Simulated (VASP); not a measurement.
Si:

```
CELL_PARAMETERS angstrom
-1.62691 1.62691 1.32033
1.62691 -1.62691 1.32033
1.62691 1.62691 -1.32033
ATOMIC_POSITIONS crystal
Si 0.00000 0.00000 0.00000
```

This isn't the form of Si at room conditions, which is diamond.

```yaml
Program: VASP 6.6.1
Task: relaxation of cell and atoms
Functional: LDA
Potentials_or_basis: VASP PAW LDA potentials, release 64 (Si)
Cutoff: 600 eV
k_mesh: 12 × 12 × 12
Occupations: fermi-dirac, width 0.05 eV
Spin: no spin polarisation
```

At the start: pressure 0.0 GPa; volume 13.98 Å³/atom.

Question: Where does the relaxation end?

Answer: Over 6 steps the energy falls by 4.3 meV/atom and the volume is 13.99 Å³/atom (+0.1 %); space group I4/mmm (No. 139, to 0.05 Å).

The path:
| step | energy change (eV) | largest force (eV/Å) | pressure (GPa) | volume (Å³) |
| --- | --- | --- | --- | --- |
| 1 | 0.0000 | 0.0000 | 0.05 | 13.98 |
| 2 | -0.0033 | 0.0000 | 0.02 | 13.99 |
| 3 | -0.0014 | 0.0000 | 0.37 | 13.99 |
| 4 | -0.0040 | 0.0000 | 0.09 | 13.99 |
| 5 | -0.0043 | 0.0000 | 0.06 | 13.99 |
| 6 | -0.0043 | 0.0000 | 0.03 | 13.99 |

Final structure:
```xyz
1
Lattice="-1.6424 1.6424 1.2966 1.6424 -1.6424 1.2966 1.6424 1.6424 -1.2966" Properties=species:S:1:pos:R:3 pbc="T T T"
Si    0.0000    0.0000    0.0000
```
